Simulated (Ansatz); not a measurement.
# HfN under changes of volume

One of the cells (11.518 Å³/atom); the others are scaled copies at fixed shape and fractional positions:

```xyz
4
Lattice="3.1339 0.0000 0.0000 -1.5670 2.7140 0.0000 0.0000 0.0000 5.4168" Properties=species:S:1:pos:R:3 pbc="T T T"
Hf    0.0000    1.8094    1.3542
Hf    1.5670    0.9047    4.0626
N     0.0000    0.0000    2.7084
N     0.0000    0.0000    0.0000
```

The cell comes from a database or a generator and needn't be the stable form of this composition.

```yaml
Program: Ansatz 0.2.0
Functional: LDA
Potentials_or_basis: Ansatz PAW
Cutoff: "420 eV (not typed: the program's choice for these potentials)"
k_mesh: 10 × 10 × 5
Occupations: fermi-dirac, width 0.05 eV
Spin: no spin polarisation
```

```tsv
volume (Å³/atom)	energy over the lowest point (meV/atom)	pressure (GPa)
10.827	8.36	9.3
11.057	0.00	2.5
11.288	0.85	-3.5
11.518	9.92	-9.0
11.749	26.41	-13.8
11.979	49.57	-18.2
12.209	?	?
```

Question: What does the run at 12.209 Å³/atom give?

Answer: Energy over the lowest point 78.64 meV/atom; pressure -22.1 GPa.

Worked out: A Birch-Murnaghan fit of order 3 (a polynomial in V^(-2/3)) to the other rows has its minimum at 11.15 Å³/atom with B0 = V·E''(V) = 295 GPa and B' = 4.2 at fixed shape and positions, which overstates the stiffness. It gives 78.67 meV/atom at 12.209 Å³/atom, against the run's 78.64, and -dE/dV = -22.2 GPa, against -22.1.

Energies are extrapolated to zero smearing.

Caveats: the PAW data sets come from PBE, with cores solved anew for the run's functional, which leaves a small shift of forces and pressure.
